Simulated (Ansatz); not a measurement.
Consider HfS2/HfS2/HfS2 (1T multilayer).

The cell holds 9 atoms: 3 Hf and 6 S. Cell: a = 3.614 Å, b = 3.614 Å, c = 52.100 Å, α = 90.0°, β = 90.0°, γ = 120.0°. Regions: layer 1 (HfS2), 3 atoms (1 Hf and 2 S); layer 2 (HfS2), 3 atoms (1 Hf and 2 S); layer 3 (HfS2), 3 atoms (1 Hf and 2 S). Vacuum lies along c.

```xyz
9
Lattice="3.6143 0.0000 0.0000 -1.8072 3.1301 0.0000 0.0000 0.0000 52.1000" Properties=species:S:1:pos:R:3
Hf    0.0000    0.0000   20.2718
S     0.0000    2.0867   21.7246
S     1.8072    1.0434   18.8160
Hf    0.0000    0.0000   26.0500
S     0.0000    2.0867   27.5021
S     1.8072    1.0434   24.5979
Hf    0.0000    0.0000   31.8282
S     0.0000    2.0867   33.2840
S     1.8072    1.0434   30.3754
```

The structure was relaxed with PBE-D3(BJ). At the settings of the band run the largest force is still 0.09 eV/Å. The runs that relaxed it are not among those shown. Spin-orbit coupling is left out unless a run names it.

Gaps computed with Ansatz 0.2.0 without a self-energy: PBE 1.10 eV and PBE+SOC 1.04 eV.

Q: Estimate the G0W0@PBE gap with 6×6×1 mesh, 783 empty bands, screening to 70 eV, PAW set soft_1 files.

About 1.97 eV: on its mesh the run moves the gap from 1.10 eV by +0.87 eV. Spin-orbit coupling is not in that value; its −0.06 eV at the PBE level would bring it to about 1.91 eV. Bands and cutoff are finite, so the gap is not at the basis limit. The miss can reach some tenths of an eV and take either sign; the mesh is an error of its own. The mesh in the plane is coarse for a sheet; gap and any exciton binding can still move on denser ones. The many-body steps are scalar-relativistic: spin-orbit coupling is not in them.

[Paths, hosts, dates, memory and timing lines, banners, echoed tables and standing remarks are left out of the program output.]

[Logs are printed without paths, hosts, clocks, repeated set-up lines and the standing remarks that a program may print on its own settings, such as how far it seeks lower states.]

[Runs of the session that timed out or met a known fault of the program may be left out.]

[Cells called generated may have been cut or substituted from an entry of the Crystallography Open Database or the Materials Project.]

[Hosts, paths, dates, database ids (printed as entryN), source tags and the programs' standing remarks are cut or masked in the printed files.]
